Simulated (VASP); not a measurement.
Wanted: the native input for a VASP 6.6.1 run.

| Item | Value |
| --- | --- |
| Task | relaxation of cell and atoms |
| Functional | PBEsol |
| Potentials or basis | VASP PAW PBE potentials, release 64 (Ba_sv, S) |
| Cutoff | 600 eV |
| k mesh | 8 × 8 × 8 |
| Occupations | gaussian, width 0.02 eV |
| Spin | no spin polarisation |
| Dipole correction | no |
| Further INCAR settings | ALGO = Normal; EDIFF = 1e-07; IBRION = 2; EDIFFG = -0.005; NSW = 100; ISIF = 3 |

The structure of BaS lies in POSCAR:

```
BaS
1.0
    0.0000000000      3.1937500000      3.1937500000
    3.1937500000      0.0000000000      3.1937500000
    3.1937500000      3.1937500000      0.0000000000
Ba S
1 1
Direct
    0.0000000000      0.0000000000      0.0000000000
    0.5000000000      0.5000000000      0.5000000000
```

These files were run (other wordings do the same):

INCAR

```
SYSTEM = BaS
PREC = Accurate ; ENCUT = 600
EDIFF = 1E-7 ; ISMEAR = 0
SIGMA = 0.02 ; LREAL = .FALSE.
LASPH = .TRUE. ; NELM = 100
ALGO = Normal ; ISIF = 3
LWAVE = .FALSE. ; LCHARG = .FALSE.
GGA = PS ; IBRION = 2
NSW = 100 ; EDIFFG = -0.005
```

KPOINTS

```
Automatic mesh
0
G
  8 8 8
  0 0 0
```

Potentials or basis: VASP PAW PBE potentials, release 64 (Ba_sv, S).

Launch:

```sh
$ cat potpaw_PBE.64/Ba_sv/POTCAR potpaw_PBE.64/S/POTCAR > POTCAR
$ mpirun -np 1 vasp_std > vasp.out
```

It gave:

* Relaxed volume: 32.20 Å³/atom
* Relaxed cell: a = 4.499 Å, b = 4.499 Å, c = 4.499 Å, α = 60.00°, β = 60.00°, γ = 60.00°
* Space group after relaxing (to 0.05 Å): Fm-3m (No. 225)
* Energy gained by relaxing: 0.6 meV/atom
* Ionic steps: 3
* Pressure after relaxing: 0.0 GPa
* Band gap on the k mesh: 1.96 eV, indirect (least direct gap 2.09 eV)

Caveat: the PAW data sets were made with another functional, which shifts forces and pressure a little; spin-orbit coupling is left out, which moves the levels of the heavy elements.

Run time: 53 s on 1 thread of Intel(R) Xeon(R) Platinum 8488C (Sapphire Rapids), with other jobs on the host, peak memory 0.22 GiB.
